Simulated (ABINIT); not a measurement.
# HfN (Fm-3m) in ABINIT: further runs

Aim: see how the results for HfN move with the level of theory and the settings. Levels: PBE, LDA. Tasks: band structure.

Program: ABINIT 10.8.3 (patched build). These are calculated values, not measurements. Logs are shortened: lines on timing, memory, paths and dates and some standing lists are left out, and cuts for length are marked. The log counts tension as positive stress, the text compression.

## (1) The crystal as given

Symmetry: Fm-3m, No. 225, cubic system. Conventional cell: a = 4.512 Å, b = 4.512 Å, c = 4.512 Å, α = 90.00°, β = 90.00°, γ = 90.00°. Hf (site symmetry m-3m) is surrounded by 6 N at 2.26 Å. Around N (site symmetry m-3m) lie 6 Hf at 2.26 Å.

## (2) Band structure, PBE, spin-orbit coupling, no magnetisation

Contents of run.abi:

```
# Datasets: ground state, then fixed potential
ndtset 2

# Pseudopotentials
pp_dirpath "./"
pseudos "Hf.GGA_PBE-JTH.xml, N.GGA_PBE-JTH.xml"

# Structure
acell 6.0291065658 6.0291065658 6.0291065658
rprim
     0.0000000000     0.7071067812     0.7071067812
     0.7071067812     0.0000000000     0.7071067812
     0.7071067812     0.7071067812     0.0000000000
ntypat 2
znucl 72 7
natom 2
typat 1 2
xred
     0.0000000000     0.0000000000     0.0000000000
     0.5000000000     0.5000000000     0.5000000000

# Plane-wave basis
ecut 26.0
pawecutdg 48.0

# Exchange and correlation
ixc 11

# Bands and occupations
occopt 3
tsmear 0.05 eV

# Spin
nspinor 2
nspden 1
pawspnorb 1

# SCF cycle
nstep 100

# Output
iomode 3
prtwf 0
prteig 0
prtebands 0
enunit 1
prtden1 1

# Dataset 1
kptopt1 4
ngkpt1 10 10 10
nshiftk1 1
shiftk1 0.0 0.0 0.0
nband1 26
tolvrs1 1.0e-9

# Dataset 2: bands along G-X-W-K-G-L-U-W-L-K
iscf2 -2
getden2 1
nband2 38
nbdbuf2 8
tolwfr2 1.0e-11
kptopt2 -9
ndivsm2 5
prteig2 1
prtvol2 -3
kptbounds2
     0.0000000000     0.0000000000     0.0000000000
     0.5000000000     0.0000000000     0.5000000000
     0.5000000000     0.2500000000     0.7500000000
     0.3750000000     0.3750000000     0.7500000000
     0.0000000000     0.0000000000     0.0000000000
     0.5000000000     0.5000000000     0.5000000000
     0.6250000000     0.2500000000     0.6250000000
     0.5000000000     0.2500000000     0.7500000000
     0.5000000000     0.5000000000     0.5000000000
     0.3750000000     0.3750000000     0.7500000000
```

Potentials or basis: JTH PAW PBE v2.0.

Run with:

```
> abinit run.abi > log 2>&1
```

run.abo:

```text
.Version 10.8.3 of ABINIT
 DATASET    1 : space group F4 3 2 (#209); Bravais cF (face-center cubic)
================================================================================
 Values of the parameters that define the memory need for DATASET  1.
     intxc =       0    ionmov =       0      iscf =      17    lmnmax =      18
     lnmax =       6     mgfft =      30  mpssoang =       3    mqgrid =    3001
     natom =       2  nloc_mem =       2    nspden =       1   nspinor =       2
    nsppol =       1      nsym =      24    n1xccc =       1    ntypat =       2
    occopt =       3   xclevel =       2
       mpw =         994          nfft =       27000          nkpt =          55
 PAW method is used; the additional fine FFT grid is defined by:
   mgfftf=        40    nfftf =     64000
================================================================================
================================================================================

 DATASET    2 : space group F4 3 2 (#209); Bravais cF (face-center cubic)
================================================================================
 Values of the parameters that define the memory need for DATASET  2.
     intxc =       0    ionmov =       0      iscf =      -2    lmnmax =      18
     lnmax =       6     mgfft =      30  mpssoang =       3    mqgrid =    3001
     natom =       2  nloc_mem =       2    nspden =       1   nspinor =       2
    nsppol =       1      nsym =      24    n1xccc =       1    ntypat =       2
    occopt =       3   xclevel =       2
       mpw =         998          nfft =       27000          nkpt =          87
 PAW method is used; the additional fine FFT grid is defined by:
   mgfftf=        40    nfftf =     64000
================================================================================
================================================================================

--------------------------------------------------------------------------------
------------- Echo of variables that govern the present computation ------------
--------------------------------------------------------------------------------
 -outvars: echo values of preprocessed input variables --------
            acell      6.0291065658E+00  6.0291065658E+00  6.0291065658E+00 Bohr
              amu      1.78490000E+02  1.40067400E+01
             ecut      2.60000000E+01 Hartree
           enunit           1
           getden1          0
           getden2          1
             iscf1         17
             iscf2         -2
              ixc          11
           jdtset        1    2
           kptopt1          4
           kptopt2         -9
         kptrlatt       10    0    0      0   10    0      0    0   10
          kptrlen1     6.02910657E+01
          kptrlen2     3.00000000E+01
            natom           2
            nband1         26
            nband2         38
           nbdbuf1          0
           nbdbuf2          8
           ndtset           2
           ndivsm1          0
           ndivsm2          5
            ngfft          30      30      30
          ngfftdg          40      40      40
             nkpt1         55
             nkpt2         87
          nspinor           2
            nstep         100
             nsym          24
           ntypat           2
           occopt           3
        pawcpxocc           2
        pawecutdg      4.80000000E+01 Hartree
        pawspnorb           1
         pawxcdev           0
        prtebands           0
           prteig1          0
           prteig2          1
           prtvol1          0
           prtvol2         -3
            prtwf           0
            rprim      0.0000000000E+00  7.0710678120E-01  7.0710678120E-01
                       7.0710678120E-01  0.0000000000E+00  7.0710678120E-01
                       7.0710678120E-01  7.0710678120E-01  0.0000000000E+00
           shiftk1     0.00000000E+00  0.00000000E+00  0.00000000E+00
           shiftk2     5.00000000E-01  5.00000000E-01  5.00000000E-01
[... 239 lines left out ...]
electrons: {nelect:   1.70000000E+01, charge:   0.00000000E+00, occopt:   3.00000000E+00, tsmear:   1.83746611E-03, }
meta: {optdriver: 0, ionmov: 0, optcell: 0, iscf: -2, paral_kgb: 0, }
...

 mkfilename : getden/=0, take file _DEN from output of DATASET   1.

 Exchange-correlation functional for the present dataset will be:
  GGA: Perdew-Burke-Ernzerhof functional - ixc=11
  J.P.Perdew, K.Burke, M.Ernzerhof, PRL 77, 3865 (1996)

 Real(R)+Recip(G) space primitive vectors, cartesian coordinates (Bohr,Bohr^-1):
 R(1)=  0.0000000  4.2632221  4.2632221  G(1)= -0.1172822  0.1172822  0.1172822
 R(2)=  4.2632221  0.0000000  4.2632221  G(2)=  0.1172822 -0.1172822  0.1172822
 R(3)=  4.2632221  4.2632221  0.0000000  G(3)=  0.1172822  0.1172822 -0.1172822
 Unit cell volume ucvol=  1.5496866E+02 bohr^3
 Angles (23,13,12)=  6.00000000E+01  6.00000000E+01  6.00000000E+01 degrees

 Coarse grid specifications (used for wave-functions):

 getcut: wavevector=  0.0000  0.0000  0.0000  ngfft=  30  30  30
         ecut(hartree)=     26.000   => boxcut(ratio)=   2.17019

 Fine grid specifications (used for densities):

 getcut: wavevector=  0.0000  0.0000  0.0000  ngfft=  40  40  40
         ecut(hartree)=     48.000   => boxcut(ratio)=   2.12726
--------------------------------------------------------------------------------

================================================================================
 Non-SCF case, kpt    1 (  0.00000  0.00000  0.00000), residuals and eigenvalues=
  8.90E-12  6.60E-12  2.17E-12  6.92E-12  4.31E-12  8.68E-12  4.67E-12  9.44E-12
  3.95E-12  8.56E-12  7.23E-12  7.28E-12  4.72E-12  5.90E-12  7.92E-12  4.82E-12
  1.61E-12  9.15E-12  2.10E-12  5.20E-12  4.18E-12  9.09E-12  1.37E-12  3.48E-12
  4.91E-12  2.43E-12  4.50E-12  1.92E-12  3.81E-12  5.95E-12  2.53E-06  6.16E-06
  6.14E-05  1.43E-04  1.57E-04  4.76E-04  1.57E-05  6.40E-04
 -2.2159E+00 -2.2159E+00 -1.2318E+00 -1.2318E+00 -9.7121E-01 -9.7121E-01
 -9.7121E-01 -9.7121E-01 -5.5395E-01 -5.5395E-01 -2.5580E-02 -2.5580E-02
 -1.8772E-02 -1.8772E-02 -1.8772E-02 -1.8772E-02  7.2898E-02  7.2898E-02
  7.2898E-02  7.2898E-02  8.3937E-02  8.3937E-02  1.5744E-01  1.5744E-01
  1.6373E-01  1.6373E-01  1.6373E-01  1.6373E-01  4.4470E-01  4.4470E-01
[... 1106 lines left out ...]
  8.6225E-01  8.6226E-01
 Non-SCF case, kpt   87 (  0.37500  0.37500  0.75000), residuals and eigenvalues=
  8.19E-12  4.01E-12  2.10E-12  9.77E-12  3.70E-12  9.27E-12  1.90E-12  4.77E-12
  1.64E-12  5.44E-12  1.78E-12  3.58E-12  2.68E-12  5.45E-12  3.00E-12  5.08E-12
  2.46E-12  5.77E-12  3.12E-12  4.93E-12  4.06E-12  9.81E-12  3.40E-12  5.24E-12
  7.70E-12  2.28E-12  4.04E-12  9.40E-12  6.93E-12  9.40E-12  1.80E-11  3.92E-11
  2.40E-09  1.53E-08  5.22E-07  6.07E-06  5.28E-06  3.86E-05
 -2.2129E+00 -2.2129E+00 -1.2429E+00 -1.2429E+00 -9.9942E-01 -9.9942E-01
 -9.8740E-01 -9.8740E-01 -4.9277E-01 -4.9277E-01 -1.4528E-01 -1.4528E-01
 -1.1244E-01 -1.1244E-01 -9.0374E-02 -9.0374E-02  5.8533E-02  5.8533E-02
  2.3155E-01  2.3155E-01  2.5431E-01  2.5431E-01  3.1451E-01  3.1451E-01
  3.3629E-01  3.3629E-01  4.2152E-01  4.2152E-01  4.9814E-01  4.9814E-01
  5.9262E-01  5.9262E-01  6.9258E-01  6.9258E-01  8.1868E-01  8.1869E-01
  8.6021E-01  8.6024E-01

--- !ResultsGS
iteration_state: {dtset: 2, }
comment   : Summary of ground state results
lattice_vectors:
- [  0.0000000,   4.2632221,   4.2632221, ]
- [  4.2632221,   0.0000000,   4.2632221, ]
- [  4.2632221,   4.2632221,   0.0000000, ]
lattice_lengths: [   6.02911,    6.02911,    6.02911, ]
lattice_angles: [ 60.000,  60.000,  60.000, ] # degrees, (23, 13, 12)
lattice_volume:   1.5496866E+02
convergence: {deltae:  0.000E+00, res2:  0.000E+00, residm:  9.995E-12, diffor:  0.000E+00, }
etotal    :  -6.02185099E+01
entropy   :   0.00000000E+00
fermie    :   9.14749551E-02
cartesian_stress_tensor: null
pressure_GPa: null
xred      :
- [  0.0000E+00,   0.0000E+00,   0.0000E+00, Hf]
- [  5.0000E-01,   5.0000E-01,   5.0000E-01,  N]
cartesian_forces: null
force_length_stats: {min: null, max: null, mean: null, }
...

 Integrated electronic density in atomic spheres:
 ------------------------------------------------
 Atom  Sphere_radius  Integrated_density
    1        2.41119          9.68552113
    2        1.20497          2.57639345

================================================================================

 ----iterations are completed or convergence reached----

 Mean square residual over all n,k,spin=   50.109E-13; max=  99.951E-13
 reduced coordinates (array xred) for    2 atoms
       0.000000000000      0.000000000000      0.000000000000
       0.500000000000      0.500000000000      0.500000000000

 cartesian coordinates (angstrom) at end:
    1      0.00000000000000     0.00000000000000     0.00000000000000
    2      2.25599999852183     2.25599999852183     2.25599999852183
 length scales=  6.029106565800  6.029106565800  6.029106565800 bohr
              =  3.190465794563  3.190465794563  3.190465794563 angstroms
 Eigenvalues (   eV  ) for nkpt=  87  k points:
 kpt#   1, nband= 38, wtk=  1.00000, kpt=  0.0000  0.0000  0.0000 (reduced coord)
 -60.29821  -60.29821  -33.52011  -33.52011  -26.42788  -26.42788  -26.42788  -26.42788
 -15.07362  -15.07362   -0.69606   -0.69606   -0.51081   -0.51081   -0.51081   -0.51081
   1.98367    1.98367    1.98367    1.98367    2.28405    2.28405    4.28417    4.28417
   4.45526    4.45526    4.45526    4.45526   12.10088   12.10088   26.88637   26.88649
  26.88778   26.88831   27.37753   27.38600   27.55986   27.56413
 kpt#   2, nband= 38, wtk=  1.00000, kpt=  0.0357  0.0000  0.0357 (reduced coord)
 -60.29719  -60.29719  -33.52418  -33.52418  -26.44134  -26.44134  -26.43289  -26.43289
 -15.03282  -15.03282   -0.87748   -0.87748   -0.66771   -0.66771   -0.56822   -0.56822
   1.95754    1.95754    2.11441    2.11441    2.36479    2.36479    4.35080    4.35080
   4.47661    4.47661    4.75585    4.75585   12.23702   12.23702   25.96073   25.96090
  26.51869   26.51894   27.14189   27.14541   27.96334   27.97890
 kpt#   3, nband= 38, wtk=  1.00000, kpt=  0.0714  0.0000  0.0714 (reduced coord)
 -60.29414  -60.29414  -33.53614  -33.53614  -26.48033  -26.48033  -26.44759  -26.44759
 -14.91494  -14.91494   -1.49817   -1.49817   -0.85169   -0.85169   -0.70956   -0.70956
   1.79170    1.79170    2.46481    2.46481    2.67327    2.67327    4.44841    4.44841
   4.54078    4.54078    5.58674    5.58674   12.63218   12.63218   24.70163   24.70163
[... 491 lines left out ...]
   9.94559    9.94559   12.02690   12.02690   13.36219   13.36219   15.82615   15.82615
  18.13820   18.13820   23.03971   23.03988   23.60816   23.60890
 kpt#  86, nband= 38, wtk=  1.00000, kpt=  0.3889  0.3889  0.7222 (reduced coord)
 -60.21868  -60.21868  -33.81633  -33.81633  -27.19847  -27.19847  -26.85430  -26.85430
 -13.29246  -13.29246   -4.25309   -4.25309   -3.11315   -3.11315   -2.64254   -2.64254
   2.04805    2.04805    6.06005    6.06005    6.71073    6.71073    8.50584    8.50584
   9.56562    9.56562   11.77852   11.77852   13.67807   13.67807   15.77191   15.77191
  18.63546   18.63546   22.46182   22.46188   23.46300   23.46338
 kpt#  87, nband= 38, wtk=  1.00000, kpt=  0.3750  0.3750  0.7500 (reduced coord)
 -60.21743  -60.21743  -33.81982  -33.81982  -27.19547  -27.19547  -26.86845  -26.86845
 -13.40886  -13.40886   -3.95330   -3.95330   -3.05970   -3.05970   -2.45921   -2.45921
   1.59275    1.59275    6.30083    6.30083    6.92006    6.92006    8.55835    8.55835
   9.15079    9.15079   11.47024   11.47024   13.55517   13.55517   16.12606   16.12606
  18.84618   18.84618   22.27752   22.27760   23.40761   23.40838

== END DATASET(S) ==============================================================
================================================================================

 -outvars: echo values of variables after computation  --------
            acell      6.0291065658E+00  6.0291065658E+00  6.0291065658E+00 Bohr
           etotal1    -6.0218509929E+01
            fcart1    -0.0000000000E+00 -0.0000000000E+00 -0.0000000000E+00
                      -0.0000000000E+00 -0.0000000000E+00 -0.0000000000E+00
            rprim      0.0000000000E+00  7.0710678120E-01  7.0710678120E-01
                       7.0710678120E-01  0.0000000000E+00  7.0710678120E-01
                       7.0710678120E-01  7.0710678120E-01  0.0000000000E+00
           strten1    -1.7076617774E-04 -1.7076617774E-04 -1.7076617774E-04
                       0.0000000000E+00  0.0000000000E+00  0.0000000000E+00
           xangst      0.0000000000E+00  0.0000000000E+00  0.0000000000E+00
                       2.2559999985E+00  2.2559999985E+00  2.2559999985E+00
             xred      0.0000000000E+00  0.0000000000E+00  0.0000000000E+00
                       5.0000000000E-01  5.0000000000E-01  5.0000000000E-01
 Calculation completed.
```

Wall time 5.3 min (1 thread of Arm Neoverse V1, shared host); peak memory 0.21 GiB.

Results:

```
Free energy                                           : -1638.6291 eV
Pressure                                              : 5.0 GPa
Band gap on the k mesh                                : none (metal or under the smearing width)
Valence electrons inside the program's atomic spheres : Hf 9.69; N 2.58
```

Levels at the corners of the path, in eV from the Fermi level:
| point | band 12 | band 13 | band 14 | band 15 | band 16 | band 17 | band 18 | band 19 | band 20 | band 21 |
| --- | --- | --- | --- | --- | --- | --- | --- | --- | --- | --- |
| Γ | -3.19 | -3.00 | -3.00 | -3.00 | -3.00 | -0.51 | -0.51 | -0.51 | -0.51 | -0.21 |
| X | -5.51 | -3.87 | -3.87 | -3.82 | -3.82 | -3.53 | -3.53 | 4.05 | 4.05 | 5.14 |
| W | -6.22 | -5.77 | -5.77 | -5.22 | -5.22 | 1.02 | 1.02 | 1.15 | 1.15 | 5.24 |
| K | -6.44 | -5.55 | -5.55 | -4.95 | -4.95 | -0.90 | -0.90 | 3.81 | 3.81 | 4.43 |
| Γ | -3.19 | -3.00 | -3.00 | -3.00 | -3.00 | -0.51 | -0.51 | -0.51 | -0.51 | -0.21 |
| L | -8.95 | -6.28 | -6.28 | -6.22 | -6.22 | 3.19 | 3.19 | 3.59 | 3.59 | 3.82 |
| U | -6.44 | -5.55 | -5.55 | -4.95 | -4.95 | -0.90 | -0.90 | 3.81 | 3.81 | 4.43 |
| W | -6.22 | -5.77 | -5.77 | -5.22 | -5.22 | 1.02 | 1.02 | 1.15 | 1.15 | 5.24 |
| L | -8.95 | -6.28 | -6.28 | -6.22 | -6.22 | 3.19 | 3.19 | 3.59 | 3.59 | 3.82 |
| K | -6.44 | -5.55 | -5.55 | -4.95 | -4.95 | -0.90 | -0.90 | 3.81 | 3.81 | 4.43 |

## (3) Band structure, LDA

run.abi: that of step 2 with these lines changed.

```diff
@@ -5,6 +5,6 @@
 pp_dirpath "./"
-pseudos "Hf.GGA_PBE-JTH.xml, N.GGA_PBE-JTH.xml"
+pseudos "Hf.LDA_PW-JTH.xml, N.LDA_PW-JTH.xml"
 
 # Structure
-acell 6.0291065658 6.0291065658 6.0291065658
+acell 3.1904657967 3.1904657967 3.1904657967 Angstrom
 rprim
@@ -22,7 +22,7 @@
 # Plane-wave basis
-ecut 26.0
-pawecutdg 48.0
+ecut 25.0
+pawecutdg 47.0
 
 # Exchange and correlation
-ixc 11
+ixc 7
 
@@ -30,8 +30,3 @@
 occopt 3
-tsmear 0.05 eV
-
-# Spin
-nspinor 2
-nspden 1
-pawspnorb 1
+tsmear 0.00183747
 
@@ -49,3 +44,3 @@
 # Dataset 1
-kptopt1 4
+kptopt1 1
 ngkpt1 10 10 10
@@ -53,3 +48,3 @@
 shiftk1 0.0 0.0 0.0
-nband1 26
+nband1 13
 tolvrs1 1.0e-9
@@ -59,9 +54,8 @@
 getden2 1
-nband2 38
-nbdbuf2 8
+nband2 19
+nbdbuf2 4
 tolwfr2 1.0e-11
 kptopt2 -9
-ndivsm2 5
+ndivsm2 6
 prteig2 1
-prtvol2 -3
 kptbounds2
```

Potentials or basis: JTH PAW LDA v2.0.

Run with:

```
> abinit run.abi > log 2>&1
```

It took 64 s on 1 thread of Arm Neoverse V1, shared host; peak memory 0.11 GiB.

It converged, with:

| Item | Value |
| --- | --- |
| Free energy | -1645.2759 eV |
| Band gap on the k mesh | none (metal or under the smearing width) |
| Valence electrons inside the program's atomic spheres | Hf 9.71; N 2.56 |

Levels at the corners of the path, in eV from the Fermi level:
| point | band 5 | band 6 | band 7 | band 8 | band 9 | band 10 | band 11 | band 12 |
| --- | --- | --- | --- | --- | --- | --- | --- | --- |
| Γ | -17.31 | -3.00 | -3.00 | -3.00 | -0.42 | -0.42 | -0.42 | 1.89 |
| X | -16.20 | -5.37 | -3.87 | -3.66 | -3.66 | 4.04 | 5.50 | 5.50 |
| W | -15.56 | -6.19 | -5.45 | -5.45 | 1.10 | 1.10 | 5.52 | 5.58 |
| K | -15.61 | -6.35 | -5.49 | -4.96 | -0.89 | 3.86 | 4.42 | 6.06 |
| Γ | -17.31 | -3.00 | -3.00 | -3.00 | -0.42 | -0.42 | -0.42 | 1.89 |
| L | -14.50 | -8.92 | -6.22 | -6.22 | 3.26 | 3.66 | 3.66 | 4.52 |
| U | -15.61 | -6.35 | -5.49 | -4.96 | -0.89 | 3.86 | 4.42 | 6.06 |
| W | -15.56 | -6.19 | -5.45 | -5.45 | 1.10 | 1.10 | 5.52 | 5.58 |
| L | -14.50 | -8.92 | -6.22 | -6.22 | 3.26 | 3.66 | 3.66 | 4.52 |
| K | -15.61 | -6.35 | -5.49 | -4.96 | -0.89 | 3.86 | 4.42 | 6.06 |

Caveat: the cutoff is too short for stress, so the log's stress isn't used; spin-orbit coupling is left out, which moves the levels of the heavy elements.
